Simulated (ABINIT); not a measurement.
Planning a run of ABINIT 10.8.3 on LiF (Griceite). The input:

```
acell 3*1.0 Angstrom
rprim 
  -0.000000000000 2.014000000000 2.014000000000
  2.014000000000 -0.000000000000 2.014000000000
  2.014000000000 2.014000000000 -0.000000000000
ntypat 2
znucl 3 9
natom 2
typat 1 2
xred 
  0.000000000000 0.000000000000 0.000000000000
  0.500000000000 0.500000000000 0.500000000000
pp_dirpath "pseudos"
pseudos "Li.upf, F.upf"
ecut 36
ngkpt 6 6 6
nshiftk 1
shiftk 0 0 0
kptopt 1
chksymbreak 0
istwfk *1
occopt 1
irdwfk 1
optdriver 3
nband 126
ecuteps 9.6
inclvkb 2
awtr 1
symchi 1
irdqps 1
gwcalctyp 10
nqptdm 15
qptdm 
  0.1666666667 0.0000000000 0.0000000000
  0.3333333333 0.0000000000 0.0000000000
  0.5000000000 0.0000000000 0.0000000000
  0.1666666667 0.1666666667 0.0000000000
  0.3333333333 0.1666666667 0.0000000000
  0.5000000000 0.1666666667 0.0000000000
  -0.3333333333 0.1666666667 0.0000000000
  -0.1666666667 0.1666666667 0.0000000000
  0.3333333333 0.3333333333 0.0000000000
  0.5000000000 0.3333333333 0.0000000000
  -0.3333333333 0.3333333333 0.0000000000
  0.5000000000 0.5000000000 0.0000000000
  0.5000000000 0.3333333333 0.1666666667
  -0.3333333333 0.3333333333 0.1666666667
  -0.3333333333 0.5000000000 0.1666666667
indata_prefix "in"
outdata_prefix "out"
tmpdata_prefix "tmp"
```

```sh
OMP_NUM_THREADS=1 mpirun -n 4 abinit run.abi > log; mrgscr < mrgscr.stdin
```

How long will it take on 4 MPI ranks of Intel Xeon Platinum 8488C (Sapphire Rapids), shared host, and how much memory?

It took 74 s; on shared hardware allow 37 s to 2.5 min. Peak host memory was 0.89 GiB.

[Paths, hosts, dates, memory and timing lines, banners, echoed tables and standing remarks are left out of the program output.]

[Logs are printed without paths, hosts, clocks, repeated set-up lines and the standing remarks that a program may print on its own settings, such as how far it seeks lower states.]

[Runs of the session that timed out or met a known fault of the program may be left out.]

[Hosts, paths, dates, database ids (printed as entryN), source tags and the programs' standing remarks are cut or masked in the printed files.]

[G0W0 gaps are taken among the corrected bands and points alone; a level outside them can change the order at an edge.]

[Where Ansatz stands beside ABINIT at settings called matched, ABINIT's density can come from a denser mesh and the files from another edition; pairs whose starting gaps differed by over 0.03 eV were left out, so agreement reads better than it is.]
